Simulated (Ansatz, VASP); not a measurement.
# AlAs (honeycomb AlAs, 2 layers, AB stacking) in two plane-wave programs, part 2 of 2

Aim: how closely do two programs agree when they are given the same cell, functional and k mesh? Of the first pair: The structure shown is the start of the Ansatz relaxation below; VASP solves that cell, so the two are compared at the walk's first step.

VASP 6.6.1 and Ansatz 0.2.0.

So far: Set-up; Ansatz: relaxation, PBE with D3(BJ); VASP: single point, PBE with D3(BJ), start cell, pair 1.

### Step 4. Comparison

Known differences besides the potentials themselves: the data sets hold 36 valence electrons in Ansatz (on its default PAW (the set named soft_2) files) and 16 in VASP; the cutoff is 420 eV in Ansatz and 400 eV in VASP. Total energies have different zeros and are not compared.

Forces (eV/Å; atoms numbered as in POSCAR):

```tsv
atom	Ansatz x, y, z	VASP x, y, z
As1	0.000, 0.000, 0.097	0.000, 0.000, 0.090
As2	0.000, 0.000, 0.059	0.000, 0.000, 0.053
Al3	0.000, 0.000, 0.033	0.000, 0.000, 0.039
Al4	0.000, 0.000, -0.189	0.000, 0.000, -0.182
```

The forces differ by 3.8 meV/Å r.m.s., which is 6.1 % of the r.m.s. force of 0.062 eV/Å (both taken over all components). With vacuum in the cell, a pressure given here is an average over mostly empty space and none of the material.

### Step 5. Ansatz: relaxation, PBE with D3(BJ)

This run makes the geometry at which the two programs are then compared.

The structure compared here is the end of the Ansatz relaxation.

input.yaml reads:

```yaml
crystal:
  lattice:
    - [4.07, 0.0, 0.0]
    - [-2.035, 3.5247233934, 0.0]
    - [0.0, 0.0, 20.3]
  atoms:
    - { symbol: As, position: [0.6666666667, 0.3333333333, 0.39408867] }
    - { symbol: Al, position: [0.3333333333, 0.6666666667, 0.4187192118] }
    - { symbol: As, position: [0.0, 0.0, 0.5812807882] }
    - { symbol: Al, position: [0.6666666667, 0.3333333333, 0.60591133] }
kpoints:
  mp_grid: { grid: [12, 12, 1] }
hamiltonian:
  xc: pbe
  dispersion: d3bj
scf:
  occupations: { method: fermi_dirac, width: 0.05 }
  convergence: { dr2_threshold: 1.0e-08 }
efield:
  axis: 3
  dipole_correction: true
  ramp_position: 0.97
  ramp_width: 0.04
relax:
  f_tol: 0.01
  cell: { fix: [c, alpha, beta] }
output:
  write_potential: true
  write_density: true
  volumetric_format: npy
```

Started as:

```
ansatz run input.yaml --threads 4 --pin off --max-ram 8192MiB --backend cpu --events-out ev --progress --plain --runs-dir out
```

Numbers of over 12 decimals in the logs are rounded to 6 here.

Log:

```text
[...]
Crystal: 4 atoms, lattice volume = 291.216 Å³
Basis set: ecut = 420 eV, 5659 PW (Γ), exchange–correlation on 60×60×288 points (8 copies of the dense FFT grid, shifted against one another)
[...]
cell:  # Å, volume = 275.3254 Å³
    - [3.957398, 0, 0]
    - [-1.978699, 3.427208, 0]
    - [0, 0, 20.3]
  atoms:
    - { symbol: As, position: [0.666667, 0.333333, 0.411562] }
    - { symbol: Al, position: [0.333333, 0.666667, 0.453773] }
    - { symbol: As, position: [1.7347234758152484e-17, -9.251858538489121e-17, 0.588905] }
    - { symbol: Al, position: [0.666667, 0.333333, 0.545760] }
[key lines of the parts left out:]
SCF converged after 4 iterations
Free energy (F): -10788.752854 eV
Fermi energy:    -1.244327 eV
Dipole field:    D = -0.028323 V/Å  (p = -0.043094 e·Å, saw-weighted, corrected)
Work function:   Φ+ = 5.4076 eV   Φ− = 4.8326 eV
P = ⅓ Tr σ = -0.0061 GPa (-0.061 kbar)
```

### Step 6. VASP: single point, PBE with D3(BJ), relaxed cell, pair 2

The same cell, functional, mesh and smearing now go to VASP, with its own data sets.

INCAR reads:

```
SYSTEM = AlAs
PREC = Accurate
ENCUT = 500
EDIFF = 1E-06
NELM = 120
ISMEAR = -1
SIGMA = 0.05
LREAL = .FALSE.
ALGO = Normal
GGA = PE
IVDW = 12
NBANDS = 14
LORBIT = 11
LWAVE = .FALSE.
LCHARG = .FALSE.
ISIF = 2
LDIPOL = .TRUE.
IDIPOL = 3
DIPOL = 0.5 0.5 0.5
LVHAR = .TRUE.
LASPH = .TRUE.
GGA_COMPAT = .FALSE.
EFERMI = MIDGAP
NELMDL = -8
```

POSCAR reads:

```
AlAs
1.0
    3.9573983553      0.0000000000      0.0000000000
   -1.9786991776      3.4272075086      0.0000000000
    0.0000000000      0.0000000000     20.3000000000
As Al
2 2
Direct
    0.6666666667      0.3333333333      0.4115617448
    0.0000000000      0.0000000000      0.5889050952
    0.3333333333      0.6666666667      0.4537729622
    0.6666666667      0.3333333333      0.5457601978
```

KPOINTS reads:

```
Automatic mesh
0
Gamma
12 12 1
0 0 0
```

PAW data sets: As and Al (PBE family, release 64).

Started as:

```
mpirun -np 1 vasp_std
```

Log:

```text
[... set-up lines as in an earlier step ...]
 entering main loop
       N       E                     dE             d eps       ncg     rms          rms(c)
DAV:   1     0.789634317498E+02    0.78963E+02   -0.45262E+03   532   0.759E+02
DAV:   2    -0.881508011304E+01   -0.87779E+02   -0.80489E+02   782   0.132E+02
DAV:   3    -0.175092573689E+02   -0.86942E+01   -0.84768E+01   710   0.457E+01
DAV:   4    -0.178248614403E+02   -0.31560E+00   -0.31499E+00   700   0.106E+01
[...]
DAV:  23    -0.173702479596E+02   -0.31222E-05   -0.11273E-07   542   0.100E-03    0.313E-04
DAV:  24    -0.173702507816E+02   -0.28221E-05   -0.18266E-07   478   0.109E-03    0.159E-04
DAV:  25    -0.173702509897E+02   -0.20810E-06   -0.21320E-08   572   0.406E-04
   1 F= -.18297531E+02 E0= -.18297431E+02  d E =-.200675E-03
```

From OUTCAR (step 6):

```text
 Edisp (eV)   -0.92728

  Total       0.08412     0.08412     0.06854     0.00000     0.00000     0.00000
  in kB       0.48951     0.48951     0.39883     0.00000     0.00000     0.00000
  external pressure =        0.46 kB  Pullay stress =        0.00 kB

 POSITION                                       TOTAL-FORCE (eV/Angst)
 -----------------------------------------------------------------------------------
      1.97870      1.14240      8.35470        -0.000000      0.000000     -0.029445
      0.00000      0.00000     11.95477         0.000000     -0.000000      0.026948
     -0.00000      2.28481      9.21159        -0.000000      0.000000      0.014174
      1.97870      1.14240     11.07893         0.000000     -0.000000     -0.011678
 -----------------------------------------------------------------------------------
    total drift:                               -0.000000      0.000000     -0.000085

  FREE ENERGIE OF THE ION-ELECTRON SYSTEM (eV)
  ---------------------------------------------------
  free  energy   TOTEN  =       -18.2975311048 eV

  energy  without entropy=      -18.2973304297  energy(sigma->0) =      -18.29743077

[... 1 part as in an earlier step ...]

[... 2 further parts left out ...]
[key lines of the parts left out:]
E-fermi :  -2.0729
```

### Step 7. Side by side

What differs besides the data sets and the points named for the pairs above, as far as they apply: the data sets hold 36 valence electrons in Ansatz (on its default PAW (the set named soft_2) files) and 16 in VASP; the cutoff is 420 eV in Ansatz and 500 eV in VASP; Ansatz's pressure holds a Pulay correction, VASP's none. Total energies have different zeros and are not compared.

Compared:

```tsv
quantity	Ansatz	VASP	difference
pressure (GPa)	-0.01	0.05	-0.05
gap on the k mesh (eV)	0.533	0.528	+0.005
```

At this near-relaxed geometry the largest component of a force difference is 30 meV/Å. A gap on the mesh is an upper bound, since the band edges may lie between its points. With vacuum in the cell, a pressure given here is an average over mostly empty space and none of the material.

### Step 8. Further runs

Further runs change the set-up of one program: Ansatz's method, potentials or start, or VASP's data sets, cutoff or form of LDA. The table gives Ansatz less VASP for each quantity, since a change that brings one quantity closer may part another.

```tsv
run	r.m.s. force difference (meV/Å)	pressure (GPa)	gap on the k mesh (eV)
as above	13	-0.052	0.0049
VASP with the data sets As_d and Al and a cutoff of 600 eV	3.5	0.015	0.0011
```

### Step 9. What came out

```json
{"r.m.s. force difference (single point, PBE with D3(BJ), start cell, pair 1)": "3.8 meV/Å", "r.m.s. force difference (single point, PBE with D3(BJ), relaxed cell, pair 2)": "13 meV/Å"}
```

**Reading.** The r.m.s. force difference is 13 meV/Å (single point, PBE with D3(BJ), relaxed cell, pair 2), beyond the 12 meV/Å picked in this series as the mark of a large difference. The data sets hold unlike numbers of valence electrons (36 in Ansatz and 16 in VASP), so part of the differences comes from the potentials. Single point, PBE with D3(BJ), relaxed cell, pair 2, VASP with the data sets As_d and Al and a cutoff of 600 eV: r.m.s. force difference goes from 13 to 3.5 meV/Å; the difference in pressure goes from -0.052 to 0.015 GPa; the difference in gap on the k mesh goes from 0.0049 to 0.0011 eV. Such differences can come from data sets, numerical settings and the points named under the comparisons, not from the functional's error against experiment.

[Lines on the potential files, build, host, timing and source positions are cut from VASP's logs without a mark.]

[Logs are printed without paths, hosts, clocks, repeated set-up lines and the standing remarks that a program may print on its own settings, such as how far it seeks lower states.]

[Hosts, paths, dates, database ids (printed as entryN), source tags and the programs' standing remarks are cut or masked in the printed files.]
